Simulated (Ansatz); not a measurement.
# Si on Cu(100): change of the work function, part 2 of 2

Aim: the work function of Cu(100) at several coverages of Si (hollow site), and the dipole that each adsorbate carries.

Ansatz 0.2.0; plane-wave DFT, RPBE, Ansatz PAW (the session's first sound run).

So far, work function, upper face (eV): step 2 (the clean slab) 4.41; step 3 (17 atoms, coverage 0.25 ML, cell 2x2) 4.75; step 4 (18 atoms, coverage 0.5 ML, cell 2x2) 4.81.

## (5) The covered slab, k-mesh 12×12×1, coverage 1 ML

System of this step: Si/Cu(100). The cell holds 5 atoms: 4 Cu and 1 Si. Its edges and angles: a = 2.553 Å, b = 2.553 Å, c = 25.321 Å, α = 90.0°, β = 90.0°, γ = 90.0°. Vacuum lies along c.

Input file input.yaml:

```yaml
crystal:
  lattice:
    - [2.5526554801, 0.0, 0.0]
    - [0.0, 2.5526554801, 0.0]
    - [0.0, 0.0, 25.3210422323]
  atoms:
    - { symbol: Cu, position: [0.5, 0.5, 0.3554356064] }
    - { symbol: Cu, position: [0.0, 0.0, 0.4267201919] }
    - { symbol: Cu, position: [0.5, 0.5, 0.5011190358] }
    - { symbol: Cu, position: [0.0, 0.0, 0.5733443578] }
    - { symbol: Si, position: [0.5, 0.5, 0.6445643936] }
kpoints:
  mp_grid: { grid: [12, 12, 1] }
hamiltonian:
  xc: rpbe
scf:
  occupations: { method: fermi_dirac, width: 0.1 }
  convergence: { dr2_threshold: 1.0e-08 }
efield:
  axis: 3
  dipole_correction: true
  ramp_position: 0.97
  ramp_width: 0.06
relax:
  f_tol: 0.02
  max_steps: 60
  constraints: [{ sites: [0, 1] }]
output:
  bader: true
  write_potential: true
  write_density: true
  volumetric_format: npy
```

Started as:

```bash
$ ansatz run input.yaml --threads 4 --pin off --max-ram 12288MiB --backend cpu --events-out ev --progress --plain --runs-dir out
```

Elapsed: 62 s, on 4 threads of Intel Xeon Platinum 8259CL at 2.50GHz (Skylake/Cascade Lake), shared host; peak memory 0.62 GiB; 3.9 min of CPU time.

Relaxation path:

```
step  energy less that of the first step (eV)  largest force component (eV/Å)
   1                                   0.0000                          0.4908
   2                                  -0.0285                          0.2790
   3                                  -0.0428                          0.0240
   4                                  -0.0430                          0.0026
```

Forces are held to the 8 operations that the run works with; a distortion that breaks them can't arise in this run.

The atoms that moved most (Å):

| atom | dx | dy | dz | length |
| --- | --- | --- | --- | --- |
| Si5 | 0.000 | 0.000 | 0.198 | 0.198 |
| Cu4 | 0.000 | 0.000 | 0.076 | 0.076 |
| Cu3 | 0.000 | 0.000 | -0.008 | 0.008 |

The relaxed structure:

```xyz
5
Lattice="2.5527 0.0000 0.0000 0.0000 2.5527 0.0000 0.0000 0.0000 25.3210" Properties=species:S:1:pos:R:3
Cu    1.2763    1.2763    9.0000
Cu    0.0000    0.0000   10.8050
Cu    1.2763    1.2763   12.6813
Cu    0.0000    0.0000   14.5937
Si    1.2763    1.2763   16.5186
```

Running mean over 1.805 Å of the planar mean; the ramp of the sawtooth is left out. The electron's electrostatic potential energy less the Fermi level by z:

```
z (Å)  electron's electrostatic potential energy less the Fermi level (eV)
    4                                                                 4.37
    5                                                                 4.37
    6                                                                 4.33
    7                                                                 3.90
    8                                                                -1.57
    9                                                                -8.37
   10                                                                -8.78
   11                                                                -8.67
   12                                                                -8.18
   13                                                                -8.35
   14                                                                -8.14
   15                                                                -8.97
   16                                                                -9.66
   17                                                                -7.81
   18                                                                 2.25
   19                                                                 4.56
   20                                                                 4.71
   21                                                                 4.72
   22                                                                 4.72
```

The relaxation took 4 steps and lowered the energy by 0.043 eV; the largest force on the free atoms ends at 0.0026 eV/Å.

The covered face has 4.72 eV, +0.30 eV against the clean one; the bare back face has moved by -0.03 eV, a measure of how thin the slab is.

## (6) Work function against coverage

This step: plane-wave DFT, RPBE, Ansatz PAW; work function against coverage (Ansatz 0.2.0).

The runs are now put side by side.

This step gave:

| Quantity | Value |
| --- | --- |
| work function of the clean face | 4.414 eV |
| largest change of the work function | 0.3954 eV |

The work function of the covered face by coverage:

| coverage (adsorbates/nm²) | work function of the covered face (eV) |
| --- | --- |
| 0.00 | 4.41 |
| 3.84 | 4.75 |
| 7.67 | 4.81 |
| 15.35 | 4.72 |

The dipole per adsorbate comes from the change of the cell's dipole. Coverage, by row:

```csv
coverage (1/nm²),coverage (ML),work function (eV),change (eV),"dipole per adsorbate, positive end outwards (debye)",mean height of the added atoms over the highest substrate atom (Å)
3.837,0.25,4.745,0.3311,-0.291,1.42
7.673,0.5,4.809,0.3954,-0.151,1.588
15.35,1,4.718,0.3036,-0.058,1.925
```

## (7) The slab at 0.25 ML, atoms frozen

This step: plane-wave DFT, RPBE, Ansatz PAW (Ansatz 0.2.0).

System of this step: Si/Cu(100). The cell holds 17 atoms: 16 Cu and 1 Si. Cell: a = 5.105 Å, b = 5.105 Å, c = 25.321 Å, α = 90.0°, β = 90.0°, γ = 90.0°. Vacuum lies along c.

To see where the charge goes, the covered slab, the bare substrate and the adsorbate layer are each run at the same frozen positions and on the same grid.

Input file input.yaml:

```yaml
crystal:
  lattice:
    - [5.1053109602, 0.0, 0.0]
    - [0.0, 5.1053109602, 0.0]
    - [0.0, 0.0, 25.3210422323]
  atoms:
    - { symbol: Cu, position: [0.25, 0.25, 0.3554356064] }
    - { symbol: Cu, position: [0.0, 0.0, 0.4267201919] }
    - { symbol: Cu, position: [0.25, 0.25, 0.5006321757] }
    - { symbol: Cu, position: [-0.0057942999, -0.0057942999, 0.5749764228] }
    - { symbol: Cu, position: [0.25, 0.75, 0.3554356064] }
    - { symbol: Cu, position: [0.0, 0.5, 0.4267201919] }
    - { symbol: Cu, position: [0.25, 0.75, 0.5012711709] }
    - { symbol: Cu, position: [-0.0057942999, 0.5057942999, 0.5749764228] }
    - { symbol: Cu, position: [0.75, 0.25, 0.3554356064] }
    - { symbol: Cu, position: [0.5, 0.0, 0.4267201919] }
    - { symbol: Cu, position: [0.75, 0.25, 0.5012711709] }
    - { symbol: Cu, position: [0.5057942999, -0.0057942999, 0.5749764228] }
    - { symbol: Cu, position: [0.75, 0.75, 0.3554356064] }
    - { symbol: Cu, position: [0.5, 0.5, 0.4267201919] }
    - { symbol: Cu, position: [0.75, 0.75, 0.5007916318] }
    - { symbol: Cu, position: [0.5057942999, 0.5057942999, 0.5749764228] }
    - { symbol: Si, position: [0.25, 0.25, 0.6310402226] }
kpoints:
  mp_grid: { grid: [6, 6, 1] }
hamiltonian:
  xc: rpbe
scf:
  occupations: { method: fermi_dirac, width: 0.1 }
  convergence: { dr2_threshold: 1.0e-08 }
efield:
  axis: 3
  dipole_correction: true
  ramp_position: 0.97
  ramp_width: 0.06
output:
  write_potential: true
  write_density: true
  volumetric_format: npy
```

Run time: 81 s. Hardware: 4 threads; peak memory 3 GiB; 5.2 min of CPU time.

Numbers from this step:

| Item | Value |
| --- | --- |
| energy at zero smearing | -106720.3877 eV |
| work function, upper face | 4.745 eV |
| work function, lower face | 4.312 eV |
| dipole along the normal | -0.06234 e·Å |
| step between the vacuum levels | 0.4328 eV |

The work function of the upper face is 4.75 eV.

## (8) The substrate of the 0.25 ML cell alone

System of this step: Si/Cu(100), substrate alone, atoms held. The cell holds 16 atoms: 16 Cu. Cell: a = 5.105 Å, b = 5.105 Å, c = 25.321 Å, α = 90.0°, β = 90.0°, γ = 90.0°. Vacuum lies along c.

The second part, atoms unmoved.

Edit input.yaml of step 7 so:

```diff
@@ -22,3 +22,2 @@
     - { symbol: Cu, position: [0.5057942999, 0.5057942999, 0.5749764228] }
-    - { symbol: Si, position: [0.25, 0.25, 0.6310402226] }
 kpoints:
```

Wall time 76 s (4 threads); peak memory 2.9 GiB.

This step gave:

```yaml
energy_at_zero_smearing: -106081.5947 eV
work_function_upper_face: 4.431 eV
work_function_lower_face: 4.401 eV
dipole_along_the_normal: -0.004387 e·Å
step_between_the_vacuum_levels: 0.03045 eV
```

The work function of the upper face is 4.43 eV.

## (9) The adsorbate layer of the 0.25 ML cell alone

System of this step: Si/Cu(100), adsorbate layer alone, atoms held. The cell holds 1 atom: 1 Si. Cell: a = 5.105 Å, b = 5.105 Å, c = 25.321 Å, α = 90.0°, β = 90.0°, γ = 90.0°. Vacuum lies along c.

The third part; a free layer of atoms may carry a moment, so spin is on.

input.yaml, the sections that differ from step 8:

```yaml
crystal:
  lattice:
    - [5.1053109602, 0.0, 0.0]
    - [0.0, 5.1053109602, 0.0]
    - [0.0, 0.0, 25.3210422323]
  atoms:
    - { symbol: Si, position: [0.25, 0.25, 0.6310402226], spin: 1.0 }
magnetization:
  spin_polarized: true
# kpoints, hamiltonian, scf, efield, output: as in step 8
```

Run time: 11 s. Hardware: 4 threads; peak memory 0.81 GiB; 38 s of CPU time.

Numbers from this step:

```
energy at zero smearing   : -634.8402 eV
total moment              : 2.000 μB
site moments              : 1.805 μB
work function, upper face : 4.614 eV
dipole along the normal   : 2.22e-6 e·Å
```

Site moment by atom:

```csv
atom,site moment (μB)
Si1,1.81
```

The free layer carries a moment of 2.0 μB a cell.

## (10) Density difference at 0.25 ML

This step: plane-wave DFT, RPBE, Ansatz PAW; density difference on adsorption (Ansatz 0.2.0).

The densities of the parts are taken from that of the whole and averaged over planes; the first moment of what is left gives the step in the potential.

This step gave:

```yaml
largest_charge_moved: -0.006782 e/Å²
potential_step_from_the_moved_charge: 0.4012 eV
```

Planar mean, whole system less its parts. Table of electron density difference by z:

```
z (Å)  electron density difference (e/Å³)
  4.0                             -8.5e-7
  4.5                             -2.5e-6
  5.0                             -6.7e-6
  5.5                             -1.7e-5
  6.0                             -4.0e-5
  6.5                             -8.7e-5
  7.0                             -1.8e-4
  7.5                             -2.9e-4
  8.0                             -1.2e-4
  8.5                              3.7e-4
  9.0                              5.6e-4
  9.5                              2.7e-4
 10.0                             -4.3e-4
 10.5                             -1.8e-4
 11.0                             -1.1e-4
 11.5                             -1.1e-4
 12.0                              9.1e-5
 12.5                              4.2e-4
 13.0                             0.00134
 13.5                              1.3e-4
 14.0                            -0.00486
 14.5                            -0.00905
 15.0                              7.5e-4
 15.5                              0.0121
 16.0                             0.00615
 16.5                            -0.00110
 17.0                            -0.00260
 17.5                            -0.00174
 18.0                             -7.8e-4
 18.5                             -3.1e-4
 19.0                             -1.3e-4
 19.5                             -5.0e-5
 20.0                             -1.8e-5
 20.5                             -6.0e-6
 21.0                             -1.9e-6
 21.5                             -5.9e-7
```

Planar mean, whole system less its parts. The electrons moved below z by z:

```csv
z (Å),electrons moved below z (e/Å²)
4,-4.7e-7
5,-3.8e-6
6,-2.5e-5
7,-1.3e-4
8,-3.7e-4
9,-1.9e-5
10,9.3e-5
11,-1.5e-4
12,-1.9e-4
13,4.7e-4
14,-5.9e-4
15,-0.00656
16,0.00263
17,0.00197
18,3.7e-4
19,5.6e-5
20,6.5e-6
21,3.1e-7
```

## (11) The same run with other settings

This step: plane-wave DFT, RPBE, Ansatz PAW (Ansatz 0.2.0).

System of this step: Si/Cu(100). The cell holds 5 atoms: 4 Cu and 1 Si. Cell: a = 2.553 Å, b = 2.553 Å, c = 25.321 Å, α = 90.0°, β = 90.0°, γ = 90.0°. Vacuum lies along c.

A run with a changed input: it repeats the earlier run at 1 ML with scf.eigensolver.kind to davidson, basis.precision to f64, scf.occupations.method from fermi_dirac to gaussian and scf.occupations.width from 0.1 to 0.025.

Input file input.yaml:

```yaml
crystal:
  lattice:
    - [2.5526554801, 0.0, 0.0]
    - [0.0, 2.5526554801, 0.0]
    - [0.0, 0.0, 25.3210422323]
  atoms:
    - { symbol: Cu, position: [0.5, 0.5, 0.3554356064] }
    - { symbol: Cu, position: [0.0, 0.0, 0.4267201919] }
    - { symbol: Cu, position: [0.5, 0.5, 0.5011190358] }
    - { symbol: Cu, position: [0.0, 0.0, 0.5733443578] }
    - { symbol: Si, position: [0.5, 0.5, 0.6445643936] }
kpoints:
  mp_grid: { grid: [12, 12, 1] }
hamiltonian:
  xc: rpbe
scf:
  occupations: { method: gaussian, width: 0.025 }
  convergence: { dr2_threshold: 1.0e-08 }
  eigensolver: { kind: davidson }
efield:
  axis: 3
  dipole_correction: true
  ramp_position: 0.97
  ramp_width: 0.06
relax:
  f_tol: 0.02
  max_steps: 60
  constraints: [{ sites: [0, 1] }]
output:
  bader: true
  write_potential: true
  write_density: true
  volumetric_format: npy
basis:
  precision: f64
```

The job ended after 69 s (4 threads; peak memory 0.6 GiB).

Relaxation path:

| step | energy less that of the first step (eV) | largest force component (eV/Å) |
| --- | --- | --- |
| 1 | 0.0000 | 0.4904 |
| 2 | -0.0281 | 0.2739 |
| 3 | -0.0412 | 0.0265 |
| 4 | -0.0414 | 0.0023 |

The run keeps the 8 symmetry operations that it works with, so distortions that break them were not tested.

The atoms that moved most (Å):

```
atom     dx     dy      dz  length
 Si5  0.000  0.000   0.181   0.181
 Cu4  0.000  0.000   0.063   0.063
 Cu3  0.000  0.000  -0.015   0.015
```

The relaxed structure:

```
Cu Si
1.0
     2.55266    0.00000    0.00000
     0.00000    2.55266    0.00000
     0.00000    0.00000   25.32104
Cu Si
4 1
Direct
  0.50000 0.50000 0.35544
  0.00000 0.00000 0.42672
  0.50000 0.50000 0.50052
  0.00000 0.00000 0.57583
  0.50000 0.50000 0.65173
```

This step gave:

- energy at zero smearing: -27159.3749 eV
- work function, upper face: 4.765 eV
- work function, lower face: 4.365 eV
- dipole along the normal: -0.01439 e·Å
- step between the vacuum levels: 0.3995 eV

```
                      quantity  this run  earlier run  difference
work function, upper face (eV)     4.765        4.718       0.047
work function, lower face (eV)     4.365        4.369     -0.0041
 dipole along the normal (e·Å)  -0.01439     -0.01255     -0.0018
```

What moves beyond 0.01 in its unit (for the dipole 0.5 % and 5e-5 e·Å): dipole along the normal (-0.00184 e·Å) and work function, upper face (+0.0469 eV).

## (12) A changed input: hamiltonian.xc = "revpbe"

This step: plane-wave DFT, RPBE, Ansatz PAW, but for the change named below (Ansatz 0.2.0).

System of this step: Cu(100). The cell holds 4 atoms: 4 Cu. Cell: a = 2.553 Å, b = 2.553 Å, c = 23.415 Å, α = 90.0°, β = 90.0°, γ = 90.0°. Vacuum lies along c.

Another changed input: it repeats the earlier run at 0 ML with hamiltonian.xc from rpbe to revpbe.

input.yaml, the sections that differ from step 11:

```yaml
crystal:
  lattice:
    - [2.5526554801, 0.0, 0.0]
    - [0.0, 2.5526554801, 0.0]
    - [0.0, 0.0, 23.415]
  atoms:
    - { symbol: Cu, position: [0.5, 0.5, 0.3843689942] }
    - { symbol: Cu, position: [0.0, 0.0, 0.4614563314] }
    - { symbol: Cu, position: [0.5, 0.5, 0.5385436686] }
    - { symbol: Cu, position: [0.0, 0.0, 0.6156310058] }
hamiltonian:
  xc: revpbe
scf:
  occupations: { method: fermi_dirac, width: 0.1 }
  convergence: { dr2_threshold: 1.0e-08 }
output:
  write_potential: true
  write_density: true
  volumetric_format: npy
# kpoints, efield, relax: as in step 11
# basis: removed
```

The job ended after 23 s (4 threads; peak memory 0.59 GiB; 85 s of CPU time).

Relaxation path:

```csv
step,energy less that of the first step (eV),largest force component (eV/Å)
1,0.0000,0.2184
2,-0.0057,0.1330
3,-0.0090,0.0085
```

The run keeps the 8 symmetry operations that it works with, so distortions that break them were not tested.

The atoms that moved most (Å):

```
atom     dx     dy     dz  length
 Cu4  0.000  0.000  0.075   0.075
 Cu3  0.000  0.000  0.066   0.066
```

Final coordinates:

```
Cu
1.0
     2.55266    0.00000    0.00000
     0.00000    2.55266    0.00000
     0.00000    0.00000   23.41500
Cu
4
Direct
  0.50000 0.50000 0.38437
  0.00000 0.00000 0.46146
  0.50000 0.50000 0.54135
  0.00000 0.00000 0.61885
```

Numbers from this step:

* energy at zero smearing: -26514.4004 eV
* work function, upper face: 4.431 eV
* dipole along the normal: -1.73e-4 e·Å

| quantity | this run | earlier run | difference |
| --- | --- | --- | --- |
| work function, upper face (eV) | 4.431 | 4.414 | 0.017 |
| dipole along the normal (e·Å) | -1.73e-4 | -4.23e-4 | 2.5e-4 |

What moves beyond 0.01 in its unit (for the dipole 0.5 % and 5e-5 e·Å): dipole along the normal (+0.00025 e·Å) and work function, upper face (+0.0172 eV).

## (13) Outcome

| Quantity | Value |
| --- | --- |
| work function of the clean face | 4.41 eV |
| work function at 0.25 ML | 4.75 eV |
| work function at 0.5 ML | 4.81 eV |
| work function at 1 ML | 4.72 eV |
| dipole per adsorbate at 0.25 ML, positive end outwards | -0.29 D |
| step of the potential from the moved charge at 0.25 ML, upper less lower side, atoms held | 0.401 eV |

**Reading.** Si raises the work function of Cu(100) at the lowest coverage, by 0.33 eV: the adsorbate layer has its negative end outwards. The dipole per adsorbate falls from 0.29 to 0.06 D as the layer fills. Neighbouring dipoles depolarise each other, and heights and bonding change with coverage too. The slab has 4 layers, at the tabulated experimental lattice constant, one starting site was run, and quantum-size effects of a slab this thin can reach one or two tenths of an eV.

[Logs are printed without paths, hosts, clocks, repeated set-up lines and the standing remarks that a program may print on its own settings, such as how far it seeks lower states.]

[Hosts, paths, dates, database ids (printed as entryN), source tags and the programs' standing remarks are cut or masked in the printed files.]

[Maps of the electrostatic potential energy from Ansatz leave out the sawtooth potential of an applied field or a dipole correction, so their vacuum need not be flat; planar profiles and work functions include it.]
